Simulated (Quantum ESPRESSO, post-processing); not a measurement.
# black arsenene, 1 layer, stepped through the share of short-range exact exchange, part 2 of 2

Wanted: a table for black arsenene, 1 layer against the share of short-range exact exchange, and what can be fitted to it.

Quantum ESPRESSO 7.5; plane-wave DFT, PBE, SG15 norm-conserving pseudopotentials.

So far. Step 2 (Variable-cell relaxation of the reference):  The last row is no step: it is a fresh SCF in the final cell with a new plane-wave basis, -0 meV from the row before.

## 3. SCF with pw.x, 0

The self-consistent run of this member.

Level of this step: plane-wave DFT, PBE, SG15 norm-conserving pseudopotentials (Quantum ESPRESSO 7.5).

Input file m0.scf.in:

```
&control
  prefix = 'm0.scf'
  outdir = './out'
  pseudo_dir = './pseudo'
  calculation = 'scf'
  tprnfor = .true.
/
&system
  ibrav = 0
  nat = 4
  ntyp = 1
  ecutwfc = 60
  ecutrho = 240
  occupations = 'fixed'
  nbnd = 13
/
&electrons
  conv_thr = 1e-08
  mixing_beta = 0.6
  electron_maxstep = 120
/
ATOMIC_SPECIES
  As  74.9216  As_ONCV_PBE-1.2.upf
CELL_PARAMETERS angstrom
  4.75588071600000 0.00000000000000 0.00000000000000
  0.00000000000000 3.69213116800000 0.00000000000000
  0.00000000000000 0.00000000000000 17.48000000000000
ATOMIC_POSITIONS crystal
  As  0.070991674600 0.000000000000 0.431291237100
  As  0.429148051200 0.500000000000 0.431282668900
  As  0.570851948800 0.500000000000 0.568717331100
  As  0.929008325400 0.000000000000 0.568708762900
K_POINTS automatic
  6 8 1 0 0 0
```

On the command line:

```bash
> OMP_NUM_THREADS=1 mpirun -n 4 pw.x -nk 2 -in m0.scf.in > m0.scf.out
```

Log:

```text
[banner, memory and clock lines left out]
Program PWSCF v.7.5 starts
[citation notice left out]

[...]
Message from routine setup:
[...]
bravais-lattice index     =            0
     lattice parameter (alat)  =       8.9873  a.u.
     unit-cell volume          =    2071.3148 (a.u.)^3
     number of atoms/cell      =            4
     number of atomic types    =            1
     number of electrons       =        20.00
     number of Kohn-Sham states=           13
     kinetic-energy cutoff     =      60.0000  Ry
     charge density cutoff     =     240.0000  Ry
     scf convergence threshold =      1.0E-08
     mixing beta               =       0.6000
     number of iterations used =            8  plain     mixing
     Exchange-correlation= PBE
                           (   1   4   3   4   0   0   0)

[...]
PseudoPot. # 1 for As read from file:
     ./pseudo/As_ONCV_PBE-1.2.upf
     Pseudo is Norm-conserving, Zval =  5.0
     Generated using ONCVPSP code by D. R. Hamann
     Using radial grid of  602 points,  6 beta functions with:
                l(1) =   0
                l(2) =   0
                l(3) =   1
                l(4) =   1
                l(5) =   2
                l(6) =   2

     atomic species   valence    mass     pseudopotential
     As                5.00    74.92160     As( 1.00)

      4 Sym. Ops., with inversion, found

[...]
number of k points=    20
[...]
Dense  grid:   130001 G-vectors     FFT dimensions: (  45,  36, 180)

     Initial potential from superposition of free atoms

     starting charge      19.8722, renormalised to      20.0000

     negative rho (up, down):  3.519E-04 0.000E+00
     Starting wfcs are random

     per-process dynamical memory:    55.8 Mb

     Self-consistent Calculation

     iteration #  1     ecut=    60.00 Ry     beta= 0.60
     Davidson diagonalization with overlap
     ethr =  1.00E-02,  avg # of iterations = 10.2

     Threshold (ethr) on eigenvalues was too large:
     Diagonalizing with lowered threshold

     Davidson diagonalization with overlap
     ethr =  1.71E-04,  avg # of iterations =  5.0

     negative rho (up, down):  2.294E-05 0.000E+00

     total energy              =     -50.71034015 Ry
     estimated scf accuracy    <       0.03635632 Ry

     iteration #  2     ecut=    60.00 Ry     beta= 0.60
[...]
negative rho (up, down):  5.325E-07 0.000E+00

[...]
total energy              =     -50.71051442 Ry
     estimated scf accuracy    <       0.00460190 Ry

     iteration #  3     ecut=    60.00 Ry     beta= 0.60
[...]
negative rho (up, down):  2.533E-08 0.000E+00

[...]
total energy              =     -50.71070954 Ry
     estimated scf accuracy    <       0.00003249 Ry

     iteration #  4     ecut=    60.00 Ry     beta= 0.60
[...]
total energy              =     -50.71073039 Ry
     estimated scf accuracy    <       0.00000729 Ry

     iteration #  5     ecut=    60.00 Ry     beta= 0.60
[...]
total energy              =     -50.71073201 Ry
     estimated scf accuracy    <       0.00000016 Ry

     iteration #  6     ecut=    60.00 Ry     beta= 0.60
[...]
End of self-consistent calculation

          k = 0.0000 0.0000 0.0000 ( 16235 PWs)   bands (ev):

   -15.2336 -13.1647 -10.5661  -7.5663  -5.8969  -5.0231  -4.0077  -2.8963
    -2.4715  -1.4694  -0.5535   0.7435   1.1499

          k = 0.0000 0.1610 0.0000 ( 16237 PWs)   bands (ev):

   -15.0880 -13.0098 -10.7209  -7.7933  -5.7697  -4.8892  -4.5272  -3.0206
    -2.8169  -1.5783  -0.4134   1.0100   1.7509

[...]
highest occupied, lowest unoccupied level (ev):    -1.4299   -0.5535

!    total energy              =     -50.71073205 Ry
     estimated scf accuracy    <          8.3E-09 Ry

     The total energy is the sum of the following terms:
     one-electron contribution =    -230.52017384 Ry
     hartree contribution      =     118.12298553 Ry
     xc contribution           =     -12.40627026 Ry
     ewald contribution        =      74.09272652 Ry

     convergence has been achieved in   6 iterations

     Forces acting on atoms (cartesian axes, Ry/au):

     atom    1 type  1   force =    -0.00000244   -0.00000000    0.00015447
     atom    2 type  1   force =    -0.00008675    0.00000000    0.00026583
     atom    3 type  1   force =     0.00008675    0.00000000   -0.00026583
     atom    4 type  1   force =     0.00000244    0.00000000   -0.00015447

     Total force =     0.000452     Total SCF correction =     0.000150
     SCF correction compared to forces is large: reduce conv_thr to get better values

[...]
```

It took 24 s on 4 MPI ranks of Intel Xeon Platinum 8259CL at 2.50GHz (Skylake/Cascade Lake), shared host; peak memory 0.44 GiB.

This step gave:

* free energy: -689.9547 eV
* valence top, on the run's zero: -1.430 eV
* conduction bottom, on the run's zero: -0.5535 eV
* gap by band count: 0.8764 eV

## 4. Electrostatic potential, 0

plot_num = 11 writes the bare and Hartree potential, from which vacuum levels or, in a crystal, the mean potential are read.

Input file m0.pot.in:

```
&inputpp
  prefix = 'm0.scf'
  outdir = './out'
  filplot = 'm0.pot.dat'
  plot_num = 11
/
```

On the command line:

```bash
> OMP_NUM_THREADS=1 mpirun -n 4 pp.x -in m0.pot.in > m0.pot.out
```

Log:

```text
[banner, memory and clock lines left out]
Program POST-PROC v.7.5 starts

          URL

     ./out/m0.scf.save/

     IMPORTANT: XC functional enforced from input :
     Exchange-correlation= PBE
                           (   1   4   3   4   0   0   0)
     Any further DFT definition will be discarded
     Please, verify this is what you really want

     Calling punch_plot, plot_num =  11
     Writing data to file  m0.pot.dat
     Message from routine chdens:
     namelist plot not found or invalid, exiting
```

Wall time 1.8 s (4 MPI ranks); peak memory 0.09 GiB.

Read from the output:

- potential in the middle of the vacuum, over the valence top: 4.682 eV

Electrostatic potential energy of an electron; zero at the highest filled level of the SCF mesh. The potential energy, planar mean by z:

```tsv
z (Å)	potential energy, planar mean (eV)
0.0	4.68
0.5	4.68
1.0	4.68
1.5	4.68
2.0	4.68
2.5	4.68
3.0	4.68
3.5	4.68
4.0	4.68
4.5	4.67
5.0	4.65
5.5	4.53
6.0	4.05
6.5	2.02
7.0	-6.17
7.5	-17.5
8.0	-8.94
8.5	0.386
9.0	0.228
9.5	-9.50
10.0	-17.5
10.5	-5.65
11.0	2.16
11.5	4.09
12.0	4.54
12.5	4.65
13.0	4.67
13.5	4.68
14.0	4.68
14.5	4.68
15.0	4.68
15.5	4.68
16.0	4.68
16.5	4.68
17.0	4.68
```

## 5. Ground state, 0.1

Level of this step: plane-wave DFT, screened hybrid with 0.1 exact exchange, SG15 norm-conserving pseudopotentials (Quantum ESPRESSO 7.5). input_dft overrides the functional of the files.

m1.scf.in is the input of step 3 with these lines changed:

```diff
@@ -1,3 +1,3 @@
 &control
-  prefix = 'm0.scf'
+  prefix = 'm1.scf'
   outdir = './out'
@@ -15,2 +15,8 @@
   nbnd = 13
+  input_dft = 'hse'
+  exx_fraction = 0.1
+  nqx1 = 3
+  nqx2 = 4
+  nqx3 = 1
+  ecutfock = 60
 /
```

On the command line:

```bash
> OMP_NUM_THREADS=1 mpirun -n 4 pw.x -nk 2 -in m1.scf.in > m1.scf.out
```

Log:

```text
[banner, memory and clock lines left out]
Program PWSCF v.7.5 starts
[...]
Message from routine setup:
[...]
number of electrons       =        20.00
     number of Kohn-Sham states=           13
     kinetic-energy cutoff     =      60.0000  Ry
     charge density cutoff     =     240.0000  Ry
[...]
number of k points=    20
[...]
Dense  grid:   130001 G-vectors     FFT dimensions: (  45,  36, 180)
[...]
negative rho (up, down):  3.519E-04 0.000E+00
     Starting wfcs are random
[...]
negative rho (up, down):  2.294E-05 0.000E+00
[...]
estimated scf accuracy    <       0.03635632 Ry
[...]
negative rho (up, down):  5.325E-07 0.000E+00
[...]
estimated scf accuracy    <       0.00460190 Ry
[...]
negative rho (up, down):  2.533E-08 0.000E+00
[...]
estimated scf accuracy    <       0.00003249 Ry
[...]
estimated scf accuracy    <       0.00000729 Ry
[...]
estimated scf accuracy    <       0.00000016 Ry
[...]
highest occupied, lowest unoccupied level (ev):    -1.4299   -0.5535
!    total energy              =     -50.71073205 Ry
     estimated scf accuracy    <          8.3E-09 Ry
     convergence has been achieved in   6 iterations
[...]
estimated scf accuracy    <       0.00007875 Ry
[...]
estimated scf accuracy    <       0.00000824 Ry
[...]
estimated scf accuracy    <       0.00000107 Ry
[...]
estimated scf accuracy    <       0.00000005 Ry
[...]
highest occupied, lowest unoccupied level (ev):    -1.5488   -0.4720
!    total energy              =     -50.70111247 Ry
     estimated scf accuracy    <          1.4E-09 Ry
     convergence has been achieved in   5 iterations
[...]
estimated scf accuracy    <       0.00000058 Ry
[...]
estimated scf accuracy    <       0.00000007 Ry
[...]
estimated scf accuracy    <       0.00000001 Ry
[...]
highest occupied, lowest unoccupied level (ev):    -1.5517   -0.4688
!    total energy              =     -50.70115087 Ry
     estimated scf accuracy    <          2.0E-10 Ry
     convergence has been achieved in   4 iterations
[...]
highest occupied, lowest unoccupied level (ev):    -1.5520   -0.4685
!    total energy              =     -50.70115111 Ry
     estimated scf accuracy    <          7.6E-09 Ry
     convergence has been achieved in   1 iterations
[...]
!!   total energy              =     -50.70115110 Ry
[...]
Total force =     0.009705     Total SCF correction =     0.000088
[...]
```

It took 2.1 min on 4 MPI ranks; peak memory 1.4 GiB.

Numbers from this step:

| Quantity | Value |
| --- | --- |
| free energy | -689.8243 eV |
| valence top, on the run's zero | -1.552 eV |
| conduction bottom, on the run's zero | -0.4685 eV |
| gap by band count | 1.083 eV |

## 6. SCF with pw.x, 0.3

Level of this step: plane-wave DFT, screened hybrid with 0.3 exact exchange, SG15 norm-conserving pseudopotentials (Quantum ESPRESSO 7.5). input_dft overrides the functional of the files.

m5.scf.in is the input of step 5 with these lines changed:

```diff
@@ -1,3 +1,3 @@
 &control
-  prefix = 'm1.scf'
+  prefix = 'm5.scf'
   outdir = './out'
@@ -16,3 +16,3 @@
   input_dft = 'hse'
-  exx_fraction = 0.1
+  exx_fraction = 0.3
   nqx1 = 3
```

On the command line:

```bash
> OMP_NUM_THREADS=1 mpirun -n 4 pw.x -nk 2 -in m5.scf.in > m5.scf.out
```

Log:

```text
[banner, memory and clock lines left out]
Program PWSCF v.7.5 starts
[...]
Message from routine setup:
[...]
number of electrons       =        20.00
     number of Kohn-Sham states=           13
     kinetic-energy cutoff     =      60.0000  Ry
     charge density cutoff     =     240.0000  Ry
[...]
number of k points=    20
[...]
Dense  grid:   130001 G-vectors     FFT dimensions: (  45,  36, 180)
[...]
negative rho (up, down):  3.519E-04 0.000E+00
     Starting wfcs are random
[...]
negative rho (up, down):  2.294E-05 0.000E+00
[...]
estimated scf accuracy    <       0.03635632 Ry
[...]
negative rho (up, down):  5.325E-07 0.000E+00
[...]
estimated scf accuracy    <       0.00460190 Ry
[...]
negative rho (up, down):  2.533E-08 0.000E+00
[...]
estimated scf accuracy    <       0.00003249 Ry
[...]
estimated scf accuracy    <       0.00000729 Ry
[...]
estimated scf accuracy    <       0.00000016 Ry
[...]
highest occupied, lowest unoccupied level (ev):    -1.4299   -0.5535
!    total energy              =     -50.71073205 Ry
     estimated scf accuracy    <          8.3E-09 Ry
     convergence has been achieved in   6 iterations
[...]
estimated scf accuracy    <       0.00055705 Ry
[...]
estimated scf accuracy    <       0.00004955 Ry
[...]
estimated scf accuracy    <       0.00000461 Ry
[...]
estimated scf accuracy    <       0.00000020 Ry
[...]
highest occupied, lowest unoccupied level (ev):    -1.7895   -0.3143
!    total energy              =     -50.68483199 Ry
     estimated scf accuracy    <          5.0E-09 Ry
     convergence has been achieved in   5 iterations
[...]
estimated scf accuracy    <       0.00002274 Ry
[...]
estimated scf accuracy    <       0.00000226 Ry
[...]
estimated scf accuracy    <       0.00000028 Ry
[...]
highest occupied, lowest unoccupied level (ev):    -1.8127   -0.2908
!    total energy              =     -50.68565744 Ry
     estimated scf accuracy    <          5.1E-09 Ry
     convergence has been achieved in   4 iterations
[...]
estimated scf accuracy    <       0.00000160 Ry
[...]
estimated scf accuracy    <       0.00000016 Ry
[...]
estimated scf accuracy    <       0.00000003 Ry
[...]
highest occupied, lowest unoccupied level (ev):    -1.8168   -0.2865
!    total energy              =     -50.68569622 Ry
     estimated scf accuracy    <          3.1E-10 Ry
     convergence has been achieved in   4 iterations
[...]
estimated scf accuracy    <       0.00000012 Ry
[...]
estimated scf accuracy    <       0.00000001 Ry
[...]
highest occupied, lowest unoccupied level (ev):    -1.8177   -0.2856
!    total energy              =     -50.68569848 Ry
     estimated scf accuracy    <          1.7E-09 Ry
     convergence has been achieved in   3 iterations
[...]
highest occupied, lowest unoccupied level (ev):    -1.8183   -0.2855
!    total energy              =     -50.68569855 Ry
     estimated scf accuracy    <          9.6E-09 Ry
     convergence has been achieved in   1 iterations
[...]
highest occupied, lowest unoccupied level (ev):    -1.8180   -0.2853
!    total energy              =     -50.68569852 Ry
     estimated scf accuracy    <          2.6E-09 Ry
     convergence has been achieved in   1 iterations
[...]
highest occupied, lowest unoccupied level (ev):    -1.8183   -0.2855
!    total energy              =     -50.68569851 Ry
     estimated scf accuracy    <          4.7E-09 Ry
     convergence has been achieved in   1 iterations
[...]
!!   total energy              =     -50.68569850 Ry
[...]
Total force =     0.027922     Total SCF correction =     0.000173
[...]
```

Run time: 5.1 min. Hardware: 4 MPI ranks; peak memory 1.4 GiB; 20 min of CPU time.

Numbers from this step:

| Item | Value |
| --- | --- |
| free energy | -689.6141 eV |
| valence top, on the run's zero | -1.818 eV |
| conduction bottom, on the run's zero | -0.2855 eV |
| gap by band count | 1.533 eV |

## 7. Self-consistent run, 0.4

Level of this step: plane-wave DFT, screened hybrid with 0.4 exact exchange, SG15 norm-conserving pseudopotentials (Quantum ESPRESSO 7.5). input_dft overrides the functional of the files.

m6.scf.in is the input of step 6 with these lines changed:

```diff
@@ -1,3 +1,3 @@
 &control
-  prefix = 'm5.scf'
+  prefix = 'm6.scf'
   outdir = './out'
@@ -16,3 +16,3 @@
   input_dft = 'hse'
-  exx_fraction = 0.3
+  exx_fraction = 0.4
   nqx1 = 3
```

On the command line:

```bash
> OMP_NUM_THREADS=1 mpirun -n 4 pw.x -nk 2 -in m6.scf.in > m6.scf.out
```

Log:

```text
[banner, memory and clock lines left out]
Program PWSCF v.7.5 starts
[...]
Message from routine setup:
[...]
number of electrons       =        20.00
     number of Kohn-Sham states=           13
     kinetic-energy cutoff     =      60.0000  Ry
     charge density cutoff     =     240.0000  Ry
[...]
number of k points=    20
[...]
Dense  grid:   130001 G-vectors     FFT dimensions: (  45,  36, 180)
[...]
negative rho (up, down):  3.519E-04 0.000E+00
     Starting wfcs are random
[...]
negative rho (up, down):  2.294E-05 0.000E+00
[...]
estimated scf accuracy    <       0.03635632 Ry
[...]
negative rho (up, down):  5.325E-07 0.000E+00
[...]
estimated scf accuracy    <       0.00460190 Ry
[...]
negative rho (up, down):  2.533E-08 0.000E+00
[...]
estimated scf accuracy    <       0.00003249 Ry
[...]
estimated scf accuracy    <       0.00000729 Ry
[...]
estimated scf accuracy    <       0.00000016 Ry
[...]
highest occupied, lowest unoccupied level (ev):    -1.4299   -0.5535
!    total energy              =     -50.71073205 Ry
     estimated scf accuracy    <          8.3E-09 Ry
     convergence has been achieved in   6 iterations
[...]
estimated scf accuracy    <       0.00089269 Ry
[...]
estimated scf accuracy    <       0.00007374 Ry
[...]
estimated scf accuracy    <       0.00000585 Ry
[...]
estimated scf accuracy    <       0.00000026 Ry
[...]
highest occupied, lowest unoccupied level (ev):    -1.9108   -0.2377
!    total energy              =     -50.67785789 Ry
     estimated scf accuracy    <          6.2E-09 Ry
     convergence has been achieved in   5 iterations
[...]
estimated scf accuracy    <       0.00005281 Ry
[...]
estimated scf accuracy    <       0.00000487 Ry
[...]
estimated scf accuracy    <       0.00000048 Ry
[...]
highest occupied, lowest unoccupied level (ev):    -1.9498   -0.1995
!    total energy              =     -50.67961833 Ry
     estimated scf accuracy    <          9.8E-09 Ry
     convergence has been achieved in   4 iterations
[...]
estimated scf accuracy    <       0.00000540 Ry
[...]
estimated scf accuracy    <       0.00000049 Ry
[...]
estimated scf accuracy    <       0.00000007 Ry
[...]
highest occupied, lowest unoccupied level (ev):    -1.9583   -0.1909
!    total energy              =     -50.67974035 Ry
     estimated scf accuracy    <          8.8E-10 Ry
     convergence has been achieved in   4 iterations
[...]
estimated scf accuracy    <       0.00000060 Ry
[...]
estimated scf accuracy    <       0.00000005 Ry
[...]
highest occupied, lowest unoccupied level (ev):    -1.9605   -0.1886
!    total energy              =     -50.67975139 Ry
     estimated scf accuracy    <          6.7E-09 Ry
     convergence has been achieved in   3 iterations
[...]
estimated scf accuracy    <       0.00000006 Ry
[...]
highest occupied, lowest unoccupied level (ev):    -1.9614   -0.1882
!    total energy              =     -50.67975235 Ry
     estimated scf accuracy    <          4.4E-09 Ry
     convergence has been achieved in   2 iterations
[...]
highest occupied, lowest unoccupied level (ev):    -1.9617   -0.1880
!    total energy              =     -50.67975236 Ry
     estimated scf accuracy    <          6.1E-09 Ry
     convergence has been achieved in   1 iterations
[...]
highest occupied, lowest unoccupied level (ev):    -1.9616   -0.1879
!    total energy              =     -50.67975233 Ry
     estimated scf accuracy    <          7.9E-10 Ry
     convergence has been achieved in   1 iterations
[...]
highest occupied, lowest unoccupied level (ev):    -1.9617   -0.1880
!    total energy              =     -50.67975231 Ry
     estimated scf accuracy    <          9.2E-10 Ry
     convergence has been achieved in   1 iterations
[...]
!!   total energy              =     -50.67975230 Ry
[...]
Total force =     0.036859     Total SCF correction =     0.000076
[...]
```

Run time: 5.7 min. Hardware: 4 MPI ranks; peak memory 1.4 GiB.

Read from the output:

| Property | Result |
| --- | --- |
| free energy | -689.5332 eV |
| valence top, on the run's zero | -1.962 eV |
| conduction bottom, on the run's zero | -0.1880 eV |
| gap by band count | 1.774 eV |

## 8. The series side by side

The series in one table:

```tsv
the share of short-range exact exchange (0.25 is HSE06, 0 is PBE)	gap on the mesh (eV)	vacuum level over the valence top (eV)
0	0.8764	4.682
0.1	1.083	4.804
0.15	1.192	4.868
0.2	1.303	4.934
0.25	1.416	5.002
0.3	1.533	5.071
0.4	1.774	5.215
```

## 9. A check by hand

A line through all members has gap = 0.862 + 2.244 α eV and misses single members by up to 0.014 eV; a gap of 1.38 eV, 0.5 above the first member's, would need α = (1.38 − 0.862)/2.244 = 0.23.

## 10. Summary of results

```json
{
  "gap at a share of 0.25 (HSE06)": "1.42 eV",
  "gap on the mesh, at 0 and at 0.4": "0.88, 1.77 eV",
  "vacuum level over the valence top, at 0 and at 0.4": "4.68, 5.21 eV"
}
```

What this shows: The series holds 7 members; gap at a share of 0.25 (HSE06): 1.42 eV. From 0 to 0.4 the gap on the mesh rises from 0.88 to 1.77 eV. From 0 to 0.4 the vacuum level over the valence top rises from 4.68 to 5.21 eV. The valence top sinks by 1.33 eV and the gap opens by 2.24 eV per unit share, so the valence top carries 59 % of the opening. Gaps are those of the mesh; no spin-orbit coupling; the q mesh was not tested; the geometry stays that of PBE.

[Logs are printed without paths, hosts, clocks, repeated set-up lines and the standing remarks that a program may print on its own settings, such as how far it seeks lower states.]

[Hosts, paths, dates, database ids (printed as entryN), source tags and the programs' standing remarks are cut or masked in the printed files.]

[Maps of the electrostatic potential energy from Ansatz leave out the sawtooth potential of an applied field or a dipole correction, so their vacuum need not be flat; planar profiles and work functions include it.]
